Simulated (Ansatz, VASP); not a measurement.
# Two plane-wave programs on InAs

INCAR

```
SYSTEM = InAs
PREC = Accurate ; ENCUT = 600
EDIFF = 1E-7 ; ISMEAR = -1
SIGMA = 0.05 ; LREAL = .FALSE.
LASPH = .TRUE. ; NELM = 60
ALGO = Fast ; ISIF = 3
LWAVE = .FALSE. ; LCHARG = .FALSE.
GGA = PE ; IBRION = 2
NSW = 40 ; EDIFFG = -0.01
```

Contents of KPOINTS:

```
regular mesh
0
G
  6 6 6
  0 0 0
```

File POSCAR:

```
InAs
1.0
    0.0000000000      3.0180000000      3.0180000000
    3.0180000000      0.0000000000      3.0180000000
    3.0180000000      3.0180000000      0.0000000000
In As
1 1
Direct
    0.0000000000      0.0000000000      0.0000000000
    0.7500000000      0.7500000000      0.7500000000
```

input.yaml

```yaml
crystal:
  lattice:
    - [0.0, 3.018, 3.018]
    - [3.018, 0.0, 3.018]
    - [3.018, 3.018, 0.0]
  atoms:
    - { symbol: In, position: [0.0, 0.0, 0.0] }
    - { symbol: As, position: [0.75, 0.75, 0.75] }
hamiltonian:
  xc: pbe
  pseudopotentials: { kind: paw }
kpoints:
  mp_grid: { grid: [6, 6, 6] }
scf:
  occupations: { method: fermi_dirac, width: 0.05 }
output:
  forces: true
  stress: true
  eigenvalues: true
relax:
  f_tol: 0.01
  max_steps: 40
  cell: { stress_tol: 0.05 }
```

Alike in both runs: task relaxation of cell and atoms; functional PBE; k mesh 6 × 6 × 6; occupations fermi-dirac, width 0.05 eV; no spin polarisation.

```csv
,VASP,Ansatz
version,VASP 6.6.1,Ansatz 0.2.0
potentials or method,"VASP PAW PBE potentials, release 64 (In_d, As)",Ansatz PAW
plane-wave cutoff (eV),600,420
valence electrons in the cell,18,28
```

VASP gave:

```
gap on the k mesh at the Fermi level, each at its own relaxed structure (eV) : none
relaxed volume (Å³/atom)                                                     : 29.66
relaxed cell length with the largest relative difference (Å)                 : 4.378
energy change over the relaxation (meV/atom)                                 : -28
```

Task: What did Ansatz give for the same quantities?

Result: gap on the k mesh at the Fermi level, each at its own relaxed structure (eV): none; relaxed volume (Å³/atom): 29.63; relaxed cell length with the largest relative difference (Å): 4.376; energy change over the relaxation (meV/atom): -27.

A gap of «none» marks a metal or a gap that the smearing closes. The two sets of potentials don't hold the same shells in valence.

Caveats: the plane-wave basis is chosen anew once the cell has moved, so the energies of steps on either side of that aren't comparable (Ansatz). PBE usually gives volumes a little too large and moduli too small. Zero-point motion and thermal expansion aren't in these numbers.
